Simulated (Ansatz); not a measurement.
Runs of Ansatz 0.2.0 on CdS (Hawleyite). Symmetry: F-43m, No. 216, cubic system. The conventional cell has a = 5.833 Å, b = 5.833 Å, c = 5.833 Å, α = 90.00°, β = 90.00°, γ = 90.00°. Around Cd (site symmetry -43m) lie 4 S at 2.53 Å. S (site symmetry -43m) has 4 Cd at 2.53 Å as nearest neighbours. 

```csv
task,level,spin,cell,k mesh,cutoff (eV),smearing,points for each segment of the path,gap on the mesh (eV),pressure (GPa),relaxed volume (Å³/atom)
relaxation of cell and atoms,RPBE+D4,off,relaxed,8 × 8 × 8,420,fermi-dirac 0.05 eV,-,(a),0.0,25.05
relaxation of cell and atoms,revPBE+D4,off,relaxed,8 × 8 × 8,420,fermi-dirac 0.05 eV,-,1.27,0.0,(b)
band structure,r2SCAN,"SOC, no magnetisation",as given,6 × 6 × 6,500,fermi-dirac 0.05 eV,14,1.58,1.4,-
relaxation of cell and atoms,revPBE+D3(BJ),off,relaxed,8 × 8 × 8,420,fermi-dirac 0.05 eV,-,1.28,0.0,24.83
single point,r2SCAN+D3(BJ),"SOC, no magnetisation",as given,6 × 6 × 6,500,fermi-dirac 0.1 eV,-,1.58,(c),-
```

Alike in all rows: potentials or basis Ansatz PAW.

Task: Fill in the values left out.

Result: (a) 1.31; (b) 24.96; (c) 0.4.

Caveats: the PAW data sets come from PBE, with cores solved anew for the run's functional, which leaves a small shift of forces and pressure; the plane-wave basis is chosen anew once the cell has moved, so the energies of steps on either side of that aren't comparable (some runs); the dispersion damping was fitted for another functional or another form of the correction (some runs).

A k mesh can miss the band edges, and rows without SOC leave out spin-orbit coupling on Cd.

Runs at the PBE level aren't shown here.
